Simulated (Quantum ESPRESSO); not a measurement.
**TiCo3 in Quantum ESPRESSO: convergence with k mesh**

Crystal: TiCo3.

```
CELL_PARAMETERS angstrom
3.57100 0.00000 0.00000
0.00000 3.57100 0.00000
0.00000 0.00000 3.57100
ATOMIC_POSITIONS crystal
Co 0.50000 0.50000 0.00000
Co 0.50000 0.00000 0.50000
Co 0.00000 0.50000 0.50000
Ti 0.00000 0.00000 0.00000
```

| Item | Value |
| --- | --- |
| Program | Quantum ESPRESSO 7.5 |
| Task | single point |
| Functional | PBEsol |
| Potentials or basis | PseudoDojo 0.4 SR PBEsol stringent |
| Cutoff | 1415 eV |
| Density cutoff | 5660 eV |
| k mesh | 1 × 1 × 1 |
| Occupations | methfessel-paxton, width 0.136 eV |
| Spin | collinear spin, ferromagnetic start |
| Starting moments | [2.0, 2.0, 2.0, 1.0] μB |

These are the settings of the first run; the series varies k mesh, with any setting tied to it.

Hardware: 1 thread of Arm Neoverse V1, on a shared host.

```
   k mesh  energy less the tightest run, at zero smearing (meV/atom)  pressure (GPa)  absolute moment (μB)  SCF cycles  CPU time (s)  peak memory (GiB)
1 × 1 × 1                                                     509.18          -11.08                  1.69          17            13                0.1
2 × 2 × 2                                              not converged               -                     -           -             -                  -
3 × 3 × 3                                              not converged               -                     -           -             -                  -
4 × 4 × 4                                      timed out after 690 s               -                     -           -             -                  -
5 × 5 × 5                                                       7.11           -4.24                  3.55          16           110               0.17
6 × 6 × 6                                                       0.00           -3.44                  3.75          16           220               0.25
```

Not settled before the last step: the energy (to 1 meV/atom), the pressure (to 0.1 GPa), the absolute moment (to 0.02 μB). Meshes of other sizes hit other points, so gaps and Fermi surfaces needn't settle smoothly. The tightest run that finished is the yardstick and may itself not be fully converged.

Caveat, for the tightest run too: the k mesh is coarse.
